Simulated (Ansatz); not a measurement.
Below is a relaxed structure of Li. The cell was found from a structure generator's guess, not taken from experiment.

These are results of DFT PBE, scalar-relativistic, plane waves, PAW in Ansatz 0.2.0, not measurements. Cutoff 420 eV, Γ-centred mesh, Gaussian smearing, no spin polarisation.

```xyz
7
Lattice="2.9227 1.6874 4.8230 -2.9227 1.6874 4.8230 0.0000 -3.3749 4.8230" Properties=species:S:1:pos:R:3 pbc="T T T"
Li   -1.7364    0.4805    8.3287
Li    1.2843    1.2635    8.3287
Li    0.4520   -1.7440    8.3287
Li    1.7364   -0.4805    6.1403
Li   -1.2843   -1.2635    6.1403
Li   -0.4520    1.7440    6.1403
Li    0.0000    0.0000    0.0000
```

Energies count from the standard state of Li at the same level.

**Question.** Find its symmetry and describe it.

**Answer.** R-3 (No. 148). Conventional cell: a = 5.845 Å, c = 14.469 Å. Li on a site of symmetry 1 has 6 Li at 2.79–2.93 Å and 2 Li at 3.12 Å; Li on a site of symmetry -3 has 6 Li at 2.80 Å.

**Question.** How far does it lie from the standard state of Li?

**Answer.** +0.06 eV/atom. It lies above the standard state, so it could only be metastable.

**Question.** Is it a metal?

**Answer.** Yes, bands cross the Fermi level on the 12×12×12 mesh.

**Question.** From what recipe could a structure generator have reached it?

**Answer.** One such recipe: 4-, 6-connected net of one element (R-3, No. 148). Other recipes can lead to the same cell.

The last run used a 12×12×12 mesh for its 7-atom cell and Gaussian smearing of 0.10 eV. A structure relaxed within its symmetry needn't be a true minimum. Another cell of Li relaxed alike, in P-6m2, lies 36 meV/atom lower, so this cell isn't the stable form at this level.
